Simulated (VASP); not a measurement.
The system is AlAs.

```
CELL_PARAMETERS angstrom
0.00000 2.84088 2.84088
2.84088 0.00000 2.84088
2.84088 2.84088 0.00000
ATOMIC_POSITIONS crystal
Al 0.00000 0.00000 0.00000
As 0.25000 0.25000 0.25000
```

Base run:

```yaml
Program: VASP 6.6.1
Functional: PBE0
Potentials_or_basis: VASP PAW PBE potentials, release 64 (Al, As)
Cutoff: 520 eV
k_mesh: 6 × 6 × 6
Occupations: gaussian, width 0.03 eV
Spin: no spin polarisation
```

Its results: band gap on the k mesh 2.76 eV, indirect (least direct gap 3.48 eV); pressure -0.3 GPa.

The run is repeated on the same cell with these changes: functional from PBE0 to HSE06. What comes out?

Band gap on the k mesh 2.12 eV, indirect (least direct gap 2.85 eV); pressure -0.2 GPa.

Caveats: the PAW data sets were made with another functional, which shifts forces and pressure a little.
